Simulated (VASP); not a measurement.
# WC (Qusongite) (P-6m2) in VASP: a series of runs

The runs below take WC (Qusongite) through relaxation of cell and atoms, with PBE+D3(BJ), PBE+D4, PBE+rVV10.

Everything below comes from runs of VASP 6.6.1. Logs are shortened: lines on timing, memory, paths and dates and some standing lists are left out, and cuts for length are marked.

**1. The structure**

It takes space group P-6m2 (No. 187, hexagonal). The conventional cell has a = 2.907 Å, b = 2.907 Å, c = 2.837 Å, α = 90.00°, β = 90.00°, γ = 120.00°. Around W (site symmetry -6m2) lie 6 C at 2.20 Å. C (site symmetry -6m2) has 6 W at 2.20 Å as nearest neighbours.

**2. Relaxation of cell and atoms, PBE+D3(BJ)**

File INCAR:

```
SYSTEM = WC
PREC = Accurate ; ENCUT = 600
EDIFF = 1E-6 ; ISMEAR = -1
SIGMA = 0.05 ; LREAL = .FALSE.
LASPH = .TRUE. ; NELM = 80
ALGO = Normal ; ISIF = 3
LWAVE = .FALSE. ; LCHARG = .FALSE.
GGA = PE ; IVDW = 12
IBRION = 2 ; NSW = 40
EDIFFG = -0.02
```

File KPOINTS:

```
Automatic mesh
0
G
  10 10 9
  0 0 0
```

File POSCAR:

```
WC
1.0
    2.9065000000      0.0000000000      0.0000000000
   -1.4532500000      2.5171028361      0.0000000000
    0.0000000000      0.0000000000      2.8366000000
W C
1 1
Direct
    0.0000000000      0.0000000000      0.0000000000
    0.6666666667      0.3333333333      0.5000000000
```

Potentials or basis: VASP PAW PBE potentials, release 64 (W_sv, C).

Started as:

```sh
cat potpaw_PBE.64/W_sv/POTCAR potpaw_PBE.64/C/POTCAR > POTCAR
mpirun -np 1 vasp_std > vasp.out
```

OUTCAR:

```text
SYSTEM = WC
   PREC = Accurate
   ENCUT = 600
   EDIFF = 1E-6
   ISMEAR = -1
   LREAL = .FALSE.
   LASPH = .TRUE.
   NELM = 80
   ISIF = 3
   GGA = PE
   IVDW = 12
   IBRION = 2
   NSW = 40
   EDIFFG = -0.02
 IVDW          = 12

 ion  position               nearest neighbor table
   1  0.000  0.000  0.000-   2 2.20   2 2.20   2 2.20   2 2.20   2 2.20   2 2.20
   2  0.667  0.333  0.500-   1 2.20   1 2.20   1 2.20   1 2.20   1 2.20   1 2.20

  LATTYP: Found a hexagonal cell.
 ALAT       =     2.9065000000
 C/A-ratio  =     0.9759504559

  Lattice vectors:

 A1 = (   2.9065000000,   0.0000000000,   0.0000000000)
 A2 = (  -1.4532500000,   2.5171028361,   0.0000000000)
 A3 = (   0.0000000000,   0.0000000000,   2.8366000000)

Analysis of symmetry for initial positions (statically):
=====================================================================
 Subroutine PRICEL returns:
 Original cell was already a primitive cell.

 Routine SETGRP: Setting up the symmetry group for a
 hexagonal supercell.

 Subroutine GETGRP returns: Found 12 space group operations
 (whereof 12 operations were pure point group operations)
 out of a pool of 24 trial point group operations.

The static configuration has the point symmetry D_3h.

Analysis of symmetry for dynamics (positions and initial velocities):
=====================================================================
 Subroutine PRICEL returns:
 Original cell was already a primitive cell.

 Routine SETGRP: Setting up the symmetry group for a
 hexagonal supercell.

 Subroutine GETGRP returns: Found 12 space group operations
 (whereof 12 operations were pure point group operations)
 out of a pool of 24 trial point group operations.

The dynamic configuration has the point symmetry D_3h.

 Subroutine INISYM returns: Found 12 space group operations
 (whereof 12 operations are pure point group operations),
 and found     1 'primitive' translations

----------------------------------------------------------------------------------------

                                     Primitive cell

  volume of cell :      20.7525

  direct lattice vectors                    reciprocal lattice vectors
     2.906500000  0.000000000  0.000000000     0.344056425  0.198641070  0.000000000
    -1.453250000  2.517102836  0.000000000     0.000000000  0.397282139  0.000000000
     0.000000000  0.000000000  2.836600000     0.000000000  0.000000000  0.352534725

  length of vectors
     2.906500000  2.906500000  2.836600000     0.397282139  0.397282139  0.352534725

  position of ions in fractional coordinates (direct lattice)
     0.000000000  0.000000000  0.000000000
     0.666666667  0.333333333  0.500000000

  ion indices of the primitive-cell ions
   primitive index   ion index
                 1           1
                 2           2

[... 74 lines left out ...]
   NSW    =     40    number of steps for IOM
   IBRION =      2    ionic relax: 0-MD 1-quasi-New 2-CG
   NFREE  =      1    steps in history (QN), initial steepest desc. (CG)
   ISIF   =      3    stress and relaxation
   ISYM   =      2    0-nonsym 1-usesym 2-fastsym
   POTIM  = 0.5000    time-step for ionic-motion
   TEBEG  =    0.0;   TEEND  =   0.0 temperature during run
   PSTRESS=    0.0 pullay stress
   NELECT =      18.0000    total number of electrons
   NUPDOWN=      -1.0000    fix difference up-down
   EMIN   =  10.00;   EMAX   =-10.00  energy-range for DOS
   EFERMI =   0.00;   METHOD = LEGACY
   ISMEAR =    -1;   SIGMA  =   0.05  broadening in eV -4-tet -1-fermi 0-gaus
   EFERMI_NEDOS =   21; number of points for ismear=-14 and -15
   IALGO  =     38    algorithm
   IMIX   =      4    mixing-type and parameters
     AMIX     =   0.40;   BMIX     =  1.00
     AMIX_MAG =   1.60;   BMIX_MAG =  1.00
  volume/ion in A,a.u.               =      10.38        70.02
  Fermi-wavevector in a.u.,A,eV,Ry     =   1.561262  2.950358 33.164744  2.437540
  Thomas-Fermi vector in A             =   2.664353
   LORBIT       =      0    0 simple, 1 ext, 2 COOP (PROOUT), +10 PAW based schemes
   GGA     = PE    functional components
   LHFCALC =     F    Hartree Fock is set to
   AEXX    =    0.0000 exact exchange contribution
   IVDW    =    12    specifies the selected vdW correction
   LEPSILON=     F    determine dielectric tensor
   LRPA    =     F    only Hartree local field effects (RPA)
 conjugate gradient relaxation of ions
 non-spin polarized calculation
  energy-cutoff  :      600.00
  volume of cell :       20.75
 maximum number of plane-waves:       703
 NGX is ok and might be reduce to    24
   NGX = 11   NGY = 11   NGZ = 11

--------------------------------------- Ionic step        1  -------------------------------------------

 number of electron      18.0000000 magnetization

 Free energy of the ion-electron system (eV)
  ---------------------------------------------------
  ext. energy  EPLUGINS =         0.00000000
  ---------------------------------------------------
  free energy    TOTEN  =       -22.44747459 eV

  energy without entropy =      -22.44559459  energy(sigma->0) =      -22.44653459

------------------------ aborting loop because EDIFF is reached ----------------------------------------

 Edisp (eV)   -0.92363

 E8    (eV) :    -0.4234
[... 71 lines left out ...]
--------------------------------------- Ionic step        3  -------------------------------------------

 number of electron      18.0000000 magnetization

 Free energy of the ion-electron system (eV)
  ---------------------------------------------------
  ext. energy  EPLUGINS =         0.00000000
  ---------------------------------------------------
  free energy    TOTEN  =       -22.44591596 eV

  energy without entropy =      -22.44403987  energy(sigma->0) =      -22.44497792

 E-fermi :  11.0997     XC(G=0): -13.8096

 val. band max:       11.0121949115   @ k =   0.0000   0.0000   0.3333
 cond. band min:      11.1154636671   @ k =   0.1000   0.0000   0.3333
 fundamental gap:      0.1032687556
 Fermi energy:        11.0997226938

 k-point     1 :       0.0000    0.0000    0.0000
  band No.  band energies     occupation
      1     -62.8938      2.00000
      2     -26.8766      2.00000
      3     -26.7714      2.00000
      4     -26.7714      2.00000
      5      -3.3637      2.00000
      6       6.7816      2.00000
      7       7.7613      2.00000
      8       7.7613      2.00000
      9      11.1899      0.28307
     10      14.3478      0.00000
     11      14.3478      0.00000
     12      16.7358      0.00000
     13      16.7358      0.00000
[... 354 lines left out ...]
  band No.  band energies     occupation
      1     -62.8305      2.00000
      2     -27.5334      2.00000
      3     -26.9988      2.00000
      4     -26.8486      2.00000
      5       0.0763      2.00000
      6       4.1965      2.00000
      7       6.8845      2.00000
      8       8.3719      2.00000
      9       9.8189      2.00000
     10      13.7679      0.00000
     11      15.1595      0.00000
     12      16.0618      0.00000
     13      18.1397      0.00000

 [... further k-points ...]

------------------------ aborting loop because EDIFF is reached ----------------------------------------

 Edisp (eV)   -0.92528

 E8    (eV) :    -0.4242
[... 25 lines left out ...]
  FREE ENERGIE OF THE ION-ELECTRON SYSTEM (eV)
  ---------------------------------------------------
  free  energy   TOTEN  =       -23.3711915012 eV

  energy  without entropy=      -23.3693154151  energy(sigma->0) =      -23.37025346

 reached required accuracy - stopping structural energy minimisation
```

Run time: 13 s. Hardware: 1 thread of Intel Xeon 6975P-C (Granite Rapids), shared host; peak memory 0.17 GiB.

Results:

| Property | Result |
| --- | --- |
| Free energy | -23.3712 eV |
| Relaxed volume | 10.36 Å³/atom |
| Relaxed cell | a = 2.905 Å, b = 2.905 Å, c = 2.834 Å, α = 90.00°, β = 90.00°, γ = 120.00° |
| Space group after relaxing (to 0.05 Å) | P-6m2 (No. 187) |
| Energy gained by relaxing | 0.0 meV/atom |
| Ionic steps | 3 |
| Pressure after relaxing | 0.0 GPa |
| Band gap on the k mesh | none (metal or under the smearing width) |
| Dispersion energy per atom | -0.463 eV |

Final structure:
```
CELL_PARAMETERS angstrom
2.90519 0.00000 0.00000
-1.45259 2.51597 0.00000
0.00000 0.00000 2.83426
ATOMIC_POSITIONS crystal
W 0.00000 0.00000 0.00000
C 0.66667 0.33333 0.50000
```

Caveat: pairwise dispersion overbinds metals, which lowers pressure and volume.

[end of part 1 of 2]
